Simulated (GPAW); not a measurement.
Input of a GPAW 26.7.0 run:

run.py

```python
from ase.dft.bandgap import bandgap
from ase.io import read, write
from gpaw import GPAW, PW
from gpaw.response.df import DielectricFunction

atoms = read('POSCAR')

calc = GPAW(mode=PW(650),
            xc='PBE',
            kpts={'size': (5, 5, 5), 'gamma': True},
            occupations={'name': 'fermi-dirac', 'width': 0.001},
            setups={'Ti': ':d,6.2'},
            nbands=36,
            convergence={'density': 1e-06},
            maxiter=150,
            txt='gpaw.txt')
atoms.calc = calc
energy = atoms.get_potential_energy()
calc.write('gs.gpw')
write('result.traj', atoms)
print(f'Energy: {energy:.6f} eV')
print('Fermi level:', round(calc.get_fermi_level(), 4), 'eV')
print(f'Gap: {bandgap(calc)[0]:.4f} eV, direct: {bandgap(calc, direct=True)[0]:.4f} eV')

dense = calc.fixed_density(kpts={'size': (5, 5, 5), 'gamma': True},
                           nbands=86, convergence={'bands': 80},
                           update_fermi_level=True, txt='dense.txt')
dense.write('dense.gpw', mode='all')

df = DielectricFunction('dense.gpw', frequencies={'type': 'nonlinear', 'domega0': 0.05, 'omega2': 10},
                        eta=0.1, ecut=60, nbands=80, eshift=0.5, intraband=False, txt='df.txt')
for direction in ['x', 'y', 'z']:
    df.get_dielectric_function(xc='RPA', direction=direction, filename=f'df_{direction}.csv')
    e0, e = df.get_macroscopic_dielectric_constant(xc='RPA', direction=direction)
    print(f'{direction}: static eps {e0:.4f} without, {e:.4f} with local fields')
```

POSCAR

```
BaTiO3
1.0
    3.9998000000      0.0000000000      0.0000000000
    0.0000000000      3.9998000000      0.0000000000
    0.0000000000      0.0000000000      4.0180000000
Ba Ti O
1 1 3
Direct
   -0.0011430000     -0.0003050000      0.0029530000
    0.4983070000      0.4970220000      0.4849540000
   -0.0009140000      0.4993390000      0.5185600000
    0.5029690000      0.0006080000      0.5151450000
    0.5047990000      0.4932270000      0.0194890000
```

Potentials or basis: GPAW PAW data sets (gpaw-data 1.2.1), pw.

The run is started by

```console
$ OMP_NUM_THREADS=1 python run.py
```

Task: Predict the band gap on the k mesh.

Result: 2.93 eV, indirect (least direct gap 3.10 eV).

Dielectric function (mean over the directions given):
```
energy (eV)  real part  imaginary part
       0.25       4.73            0.00
       0.88       4.78            0.01
       1.54       4.91            0.02
       2.18       5.11            0.04
       2.79       5.44            0.07
       3.43       6.11            0.19
       4.16       7.12            0.90
       4.79       8.16            2.59
       5.38       6.61            6.49
       6.07       1.92            5.77
       6.63       1.94            4.11
       7.29       4.07            4.63
       8.07       2.74            5.34
       8.71       4.19            2.81
       9.27       1.17            7.50
       9.96       0.64            4.08
      10.57       0.07            4.40
      11.20      -0.13            2.49
      11.96      -0.18            2.08
      12.53       0.24            1.98
      13.24      -0.25            0.97
      13.85       0.49            0.77
      14.48       0.87            0.73
      15.13       1.65            0.98
      15.94       1.04            1.36
      16.64       1.63            1.11
      17.36       1.26            1.75
      18.12       1.17            1.31
      18.90       1.09            1.44
      19.87       1.10            1.39
```

Caveat: the long-wavelength limit can be off by several per cent where d states take part; response on these states lacks terms of the Hamiltonian; spectra need much finer meshes, so this one isn't converged; independent-particle spectra lack excitons; spin-orbit coupling is left out, which moves the levels of the heavy elements; an odd mesh through Γ misses points on the zone boundary, where band edges often lie.
